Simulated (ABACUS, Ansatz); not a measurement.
# Cost and result for the equilibrium volume of KTaO3

```
Ta K O
1.0
     3.98830    0.00000    0.00000
     0.00000    3.98830    0.00000
     0.00000    0.00000    3.98830
Ta K O
1 1 3
Direct
  0.00000 0.00000 0.00000
  0.50000 0.50000 0.50000
  0.00000 0.00000 0.50000
  0.00000 0.50000 0.00000
  0.50000 0.00000 0.00000
```

| rung | level | program and potentials | cutoff (eV) | k mesh | smearing | task | core time | chip | equilibrium volume (Å³/atom) | miss | notes |
| --- | --- | --- | --- | --- | --- | --- | --- | --- | --- | --- | --- |
| GGA | PBEsol | Ansatz, Ansatz PAW | 420 | 7 × 7 × 7 | fermi-dirac 0.05 | relaxation of cell and atoms | 7.7 s | Arm Neoverse V1 | 12.66 | -0.2 % | potentials made for PBE, which Ansatz adapts in part |
| GGA | BPBE | Ansatz, Ansatz PAW | 420 | 7 × 7 × 7 | fermi-dirac 0.05 | relaxation of cell and atoms | 13 s | Arm Neoverse V1 | 13.03 | +2.7 % | potentials made for PBE, which Ansatz adapts in part |
| GGA | RPBE | Ansatz, Ansatz PAW | 420 | 7 × 7 × 7 | fermi-dirac 0.05 | relaxation of cell and atoms | 14 s | Arm Neoverse V1 | (a) | ? | potentials made for PBE, which Ansatz adapts in part |
| meta-GGA | r2SCAN | Ansatz, Ansatz PAW | 500 | 7 × 7 × 7 | fermi-dirac 0.05 | relaxation of cell and atoms | 21 s | Arm Neoverse V1 | 12.71 | +0.2 % | potentials made for PBE, which Ansatz adapts in part |
| GGA + dispersion | revPBE+D3(BJ) | Ansatz, Ansatz PAW | 420 | 7 × 7 × 7 | fermi-dirac 0.05 | relaxation of cell and atoms | 21 s | Intel Xeon Skylake/Cascade Lake | 12.87 | +1.4 % | potentials made for PBE, which Ansatz adapts in part |
| GGA + dispersion | RPBE+D3(BJ) | Ansatz, Ansatz PAW | 420 | 7 × 7 × 7 | fermi-dirac 0.05 | relaxation of cell and atoms | 25 s | Intel Xeon Skylake/Cascade Lake | 11.99 | -5.5 % | potentials made for PBE, which Ansatz adapts in part |
| GGA | BLYP | Ansatz, Ansatz PAW | 420 | 7 × 7 × 7 | fermi-dirac 0.05 | relaxation of cell and atoms | 26 s | Intel Xeon Skylake/Cascade Lake | 13.35 | +5.2 % | potentials made for PBE, which Ansatz adapts in part |
| LDA | LDA | Ansatz, JTH PAW LDA | 1380 | 7 × 7 × 7 | fermi-dirac 0.05 | equation of state | 75 s | Arm Neoverse V1 | 12.33 | -2.8 % | - |
| GGA | PBE | ABACUS, PseudoDojo NC SR 0.4.1 PBE standard, plane waves | 1143 | 7 × 7 × 7 | fermi-dirac 0.05 | equation of state | 7.1 min | Intel Xeon Platinum 8175M Skylake/Cascade Lake | 12.97 | +2.2 % | - |

Times are single runs on shared hosts and different chips, so they are rough; meshes, cutoffs and the tasks' sizes weigh on the time. All rows: no spin polarisation. Smearing widths are in eV. Meshes are those of the run's cell of 5 atoms unless a note names another. Relaxations start from the cell shown or near it and stop with a little pressure left. Misses use the values as printed. Runs on faulty files, with rough fits or with known faults for this quantity aren't shown. No row holds spin-orbit coupling.

Measured: 12.69 Å³/atom (arxiv:2208.05712). The runs are for a static lattice.

Question: Estimate the value left out from the other rows.

Answer: (a) 13.34 Å³/atom, miss +5.1 %.
